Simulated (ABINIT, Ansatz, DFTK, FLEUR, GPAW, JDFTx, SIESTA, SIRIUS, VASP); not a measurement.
Ge: programs and potentials compared

```
Ge
1.0
     0.00000    2.82891    2.82891
     2.82891    0.00000    2.82891
     2.82891    2.82891    0.00000
Ge
2
Direct
  0.76097 0.73326 0.75334
  0.49345 0.48940 0.51015
```

Atoms were shifted at random by some hundredths of an Å from the given cell, which wasn't relaxed again for these runs.

Alike in all runs: task single point; functional PBEsol; k mesh 8 × 8 × 8; occupations fermi-dirac, width 0.05 eV; no spin polarisation; no spin-orbit coupling. A missing gap at this level doesn't show that the real crystal is a metal. Pressure is positive in compression and, in plane waves, holds the error of the finite cutoff.

| program and potentials | plane-wave cutoff (eV) | notes | band gap (eV) | pressure (GPa) | largest force (eV/Å) | energy over the undisturbed cell (meV/atom) |
| --- | --- | --- | --- | --- | --- | --- |
| GPAW, PAW data sets generated for this functional | 600 | 4 valence electrons an atom on average | ? | ? | ? | ? |
| DFTK, PseudoDojo SR PBEsol 0.4.1 standard (PBEsol) | 1061 | 14 valence electrons an atom on average | no gap | 0.78 | 0.687 | - |
| JDFTx, PseudoDojo-SR-PBEsol-0.4.1-standard with smoothed tails | 1061 | 14 valence electrons an atom on average | no gap | 0.77 | 0.687 | 9.51 |
| SIESTA, files PseudoDojo sr-pbesol-0.4.1-standard, DZP (energy shift 0.003 Ry; two zetas on semicore shells) | - | atomic basis; 14 valence electrons an atom on average | no gap | 1.93 | 0.728 | 9.80 |
| Ansatz, all-electron LAPW, scalar-relativistic | - | - | no gap | 0.78 | 0.686 | - |
| VASP, PBE PAW files Ge_d, 520 eV | 520 | potentials made for PBE; 14 valence electrons an atom on average | no gap | 0.69 | 0.685 | - |
| SIRIUS, PseudoDojo 0.4.1 PBEsol standard (scalar relativistic) | 1078 | 14 valence electrons an atom on average | no gap | 0.79 | 0.687 | - |
| ABINIT, PseudoDojo NC SR PBEsol v0.4.1 standard | 1061 | 14 valence electrons an atom on average | no gap | 0.78 | 0.687 | 9.51 |
| FLEUR, all-electron, FLAPW | - | - | no gap | - | 0.687 | - |

Q: Estimate from the other rows what the run with GPAW, PAW data sets generated for this functional gave.

A: No band gap; pressure 1.10 GPa; largest force 0.713 eV/Å; energy over the undisturbed cell 9.90 meV/atom. The other rows, which needn't bracket it: pressure 0.69 to 1.93; largest force 0.685 to 0.728; energy over the undisturbed cell 9.51 to 9.80.
